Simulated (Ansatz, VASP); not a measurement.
## Ge: VASP beside Ansatz

```
Ge
1.0
     0.00000    2.82891    2.82891
     2.82891    0.00000    2.82891
     2.82891    2.82891    0.00000
Ge
2
Direct
  0.75000 0.75000 0.75000
  0.50000 0.50000 0.50000
```

Alike in both runs: task single point; functional RPBE; k mesh 8 × 8 × 8; occupations gaussian, width 0.1 eV; no spin polarisation.

|  | VASP | Ansatz |
| --- | --- | --- |
| version | VASP 6.6.1 | Ansatz 0.2.0 |
| potentials or method | VASP PAW PBE potentials, release 64 (Ge_d) | Ansatz PAW |
| plane-wave cutoff (eV) | 520 | 420 |
| valence electrons in the cell | 28 | 28 |

|  | VASP | Ansatz | Ansatz less VASP |
| --- | --- | --- | --- |
| gap on the k mesh at the Fermi level (eV) | 0.15 | 0.14 | -0.014 |
| least direct gap on the mesh (eV) | 0.15 | 0.14 | -0.014 |
| pressure (GPa) | 5.2 | 5.4 | +0.20 |

With one functional, cell and mesh, what is left measures potentials, basis and numerics.

Caveats: the PAW data sets were made with another functional, which shifts forces and pressure a little (VASP); the PAW data sets come from PBE, with cores solved anew for the run's functional, which leaves a small shift of forces and pressure (Ansatz). As with any semilocal functional, this RPBE gap is likely too small. A k mesh can miss the band edges.
